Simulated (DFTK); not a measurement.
Wanted: the native input for a DFTK 0.8.2 run.

```
Task                         : single point
Functional                   : PBE
Potentials or basis          : dojo.nc.sr.pbe.v0_4_1.standard.upf (PBE)
Cutoff                       : 898 eV
k mesh                       : 10 × 10 × 10
Occupations                  : fermi-dirac, width 0.05 eV
Spin                         : no spin polarisation
Valence electrons            : Zr 12
SCF tolerance on the density : 1e-06
```

Zr:

```
Zr
1.0
    -1.84427    1.86024    1.77457
     1.87912   -1.87150    1.82068
     1.75054    1.77777   -1.78583
Zr
1
Direct
  0.02239 0.99601 0.01201
```

The cell isn't the ideal one: cell strained at random at fixed volume.

One way to write it, as run:

run.jl

```julia
using DFTK
using PseudoPotentialData
using Unitful, UnitfulAtomic
using LinearAlgebra, Printf
include("save.jl")
disable_threading()

# lattice vectors are the columns
lattice = austrip(1u"Å") * [     -1.844271       1.879124        1.75054;
                 1.860235      -1.871496       1.777765;
                  1.77457       1.820684      -1.785831]
symbols   = [:Zr]
positions = [[0.022387, -0.003988, 0.012007]]
pseudopotentials = PseudoFamily("dojo.nc.sr.pbe.v0_4_1.standard.upf")
elements = Dict(s => ElementPsp(s, pseudopotentials) for s in unique(symbols))
atoms    = [elements[s] for s in symbols]

build_model(lattice, positions; symmetries=true) =
    model_DFT(lattice, atoms, positions;
              functionals=PBE(),
              temperature=austrip(0.05u"eV"),
              smearing=Smearing.FermiDirac(),
              symmetries)
Ecut  = 33.0  # hartree
kgrid = [10, 10, 10]
tol   = 1e-6
to_GPa = ustrip(uconvert(u"GPa", 1u"hartree/bohr^3"))

model = build_model(lattice, positions)
basis = PlaneWaveBasis(model; Ecut, kgrid)
display(basis)
scfres = self_consistent_field(basis;
                               tol,
                               nbandsalg=AdaptiveBands(model; n_bands_converge=11))
display(scfres.energies)
@printf "Fermi level: %.6f eV\n" ustrip(auconvert(u"eV", something(scfres.εF, NaN)))
forces = compute_forces_cart(scfres)
println("Forces (eV/Å)")
for (s, f) in zip(symbols, forces)
    @printf "%-3s %12.6f %12.6f %12.6f\n" s ustrip.(auconvert.(u"eV/Å", f))...
end
stress = compute_stresses_cart(scfres)
println("Stress (GPa)")
display(round.(stress * to_GPa; digits=4))
println("Levels at the first k-point (eV): ", round.(ustrip.(auconvert.(u"eV", scfres.eigenvalues[1][1:scfres.n_bands_converge])); digits=4))
save_scf!(scfres; forces, stress)
```

Potentials or basis: dojo.nc.sr.pbe.v0_4_1.standard.upf (PBE).

The run is started by

```console
$ julia --threads=1 run.jl  # save.jl only writes the numbers to a file and isn't shown; printed stress counts tension as positive; times include loading and compiling
```

It gave:

| Quantity | Value |
| --- | --- |
| Pressure | -3.3 GPa |
| Band gap on the k mesh | none (metal or under the smearing width) |

Wall time 14 min on 1 thread of Intel(R) Xeon(R) Platinum 8375C CPU @ 2.90GHz (Ice Lake) (shared host), peak memory 4.3 GiB.
